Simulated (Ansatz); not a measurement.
# Mg12CO13: the cost of one run

Method: DFT PBE, scalar-relativistic, plane waves, PAW, in Ansatz 0.2.0.

The COD cell was measured well above room temperature, so it is larger than a cold one.

14 further runs of the same task are left out: 14 set aside as unsound or not needed.

### Step 1. The structure to begin with

It takes space group P1 (No. 1, triclinic). The conventional cell has a = 6.016 Å, b = 6.016 Å, c = 22.279 Å, α = 90.00°, β = 90.00°, γ = 90.00°. Mg (site symmetry 1) is surrounded by 5 O at 2.12 to 2.13 Å. Around O (site symmetry 1) lie 5 Mg at 2.13 Å. Only part of the 26 independent sites is listed.

Structure file:

```
Mg O C
1.0
     6.01585    0.00000    0.00000
     0.00000    6.01585    0.00000
     0.00000    0.00000   22.27909
Mg O C
12 13 1
Direct
  0.25000 0.25000 0.17954
  0.25000 0.75000 0.17954
  0.75000 0.25000 0.17954
  0.75000 0.75000 0.17954
  0.00000 0.00000 0.27524
  0.00000 0.50000 0.27524
  0.50000 0.00000 0.27524
  0.50000 0.50000 0.27524
  0.25000 0.25000 0.36942
  0.25000 0.75000 0.36942
  0.75000 0.25000 0.36942
  0.75000 0.75000 0.36942
  0.00000 0.00000 0.17954
  0.00000 0.50000 0.17954
  0.50000 0.00000 0.17954
  0.50000 0.50000 0.17954
  0.25000 0.25000 0.27480
  0.25000 0.75000 0.27480
  0.75000 0.25000 0.27480
  0.75000 0.75000 0.27480
  0.00000 0.00000 0.37161
  0.00000 0.50000 0.37161
  0.50000 0.00000 0.37161
  0.50000 0.50000 0.37161
  0.58971 0.16029 0.50763
  0.62500 0.12500 0.45734
```

This is the geometry of the first run shown, built on a cell relaxed beforehand with the same method.

### Step 2. The scan

Atoms count from 1 in the order of the input.

CO stands on one site of a rigid substrate at a fixed height and bond length while its axis is turned; the height is held at 1.91 Å.

First coordinate, tilt of the C25-O26 axis from the surface normal: 7 values from 0 to 90 °. Second coordinate, azimuth of the C25-O26 axis from the diagonal of the surface cell: 12 values from 0 to 330 °, periodic.

Nothing else is relaxed. Points are written as (first, second).

### Step 3. Grid point (15°, 90°)

A dipole layer in the vacuum cancels the field that periodic copies would set up if the slab's two faces differ.

input.yaml reads:

```yaml
crystal:
  lattice:
    - [6.0158464379, 0.0, 0.0]
    - [0.0, 6.0158464379, 0.0]
    - [0.0, 0.0, 22.2790930483]
  atoms:
    - { symbol: Mg, position: [0.25, 0.25, 0.1795405222] }
    - { symbol: Mg, position: [0.25, 0.75, 0.1795405222] }
    - { symbol: Mg, position: [0.75, 0.25, 0.1795405222] }
    - { symbol: Mg, position: [0.75, 0.75, 0.1795405222] }
    - { symbol: O, position: [0.0, 0.0, 0.1795405222] }
    - { symbol: O, position: [0.0, 0.5, 0.1795405222] }
    - { symbol: O, position: [0.5, 0.0, 0.1795405222] }
    - { symbol: O, position: [0.5, 0.5, 0.1795405222] }
    - { symbol: Mg, position: [0.0, 0.0, 0.2752366241] }
    - { symbol: Mg, position: [0.0, 0.5, 0.2752366241] }
    - { symbol: Mg, position: [0.5, 0.0, 0.2752366241] }
    - { symbol: Mg, position: [0.5, 0.5, 0.2752366241] }
    - { symbol: O, position: [0.25, 0.25, 0.2748004204] }
    - { symbol: O, position: [0.25, 0.75, 0.2748004204] }
    - { symbol: O, position: [0.75, 0.25, 0.2748004204] }
    - { symbol: O, position: [0.75, 0.75, 0.2748004204] }
    - { symbol: Mg, position: [0.25, 0.25, 0.3694175027] }
    - { symbol: Mg, position: [0.25, 0.75, 0.3694175027] }
    - { symbol: Mg, position: [0.75, 0.25, 0.3694175027] }
    - { symbol: Mg, position: [0.75, 0.75, 0.3694175027] }
    - { symbol: O, position: [0.0, 0.0, 0.3716081723] }
    - { symbol: O, position: [0.0, 0.5, 0.3716081723] }
    - { symbol: O, position: [0.5, 0.0, 0.3716081723] }
    - { symbol: O, position: [0.5, 0.5, 0.3716081723] }
    - { symbol: C, position: [0.625, 0.125, 0.4573387717] }
    - { symbol: O, position: [0.5897107458, 0.1602892542, 0.5076313916] }
basis:
  ecutwfc: 420
kpoints:
  mp_grid: { grid: [5, 5, 1] }
hamiltonian:
  xc: pbe
scf:
  occupations: { method: gaussian, width: 0.05 }
output:
  forces: true
  eigenvalues: true
efield:
  axis: 3
  dipole_correction: true
  ramp_width: 0.04
```

Run with:

```
ansatz run input.yaml --threads 4 --pin off --max-ram 12288MiB --backend cpu --events-out ev --progress --plain --runs-dir out
```

**Question.** How long does this run take on 4 threads of Intel Xeon at 2.50GHz (Skylake/Cascade Lake), shared host, and how much memory does it need?

About 71 s, with a peak of 2.6 GiB.
